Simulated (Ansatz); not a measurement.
# B: a trial structure relaxed

Where does B go from the start given, random cell with space group I4/mmm (No. 139)?

Method: DFT PBE, scalar-relativistic, plane waves, PAW, in Ansatz 0.2.0.

## (1) The system as given

Symmetry: I4/mmm, No. 139, tetragonal system. The conventional cell has a = 3.756 Å, b = 3.756 Å, c = 5.146 Å, α = 90.00°, β = 90.00°, γ = 90.00°. B (site symmetry m2m) has 2 B at 1.25 Å as nearest neighbours.

Coordinates:

```xyz
4
Lattice="-1.8781 1.8781 2.5729 1.8781 -1.8781 2.5729 1.8781 1.8781 -2.5729" Properties=species:S:1:pos:R:3 pbc="T T T"
B     0.6261    0.6261    2.5729
B     0.6261   -0.6261    2.5729
B     1.2521    1.2521    0.0000
B    -0.6261    0.6261    2.5729
```

## (2) A loose first relaxation

The input, input.yaml:

```yaml
crystal:
  lattice:
    - [-1.8781349868, 1.8781349868, 2.5728805604]
    - [1.8781349868, -1.8781349868, 2.5728805604]
    - [1.8781349868, 1.8781349868, -2.5728805604]
  atoms:
    - { symbol: B, position: [0.66667, 0.66667, 0.33334] }
    - { symbol: B, position: [0.33333, 0.66667, 0.0] }
    - { symbol: B, position: [0.33333, 0.33333, 0.66666] }
    - { symbol: B, position: [0.66667, 0.33333, 0.0] }
basis:
  ecutwfc: 420
kpoints:
  mp_grid: { grid: [6, 6, 6] }
hamiltonian:
  xc: pbe
scf:
  occupations: { method: gaussian, width: 0.1 }
  lower_state_search: "off"
output:
  forces: true
  stress: true
  eigenvalues: true
relax:
  adjacent_minimum: "off"
  f_tol: 0.04
  max_steps: 70
  cell: { stress_tol: 0.4 }
```

The session goes on with these runs: relaxing cell and atoms.

Before running it: what results should come out?

The runs gave:

| quantity | value |
| --- | --- |
| cell | a = 1.885 Å, b = 1.885 Å, c = 1.885 Å, α = 90.00°, β = 90.00°, γ = 90.00° |
| space group | Pm-3m (No. 221) |
| volume | 6.70 Å³/atom |
| gap on the mesh | none (metal) |

**Reading.** The structure ended in another space group than at the start: I4/mmm to Pm-3m.
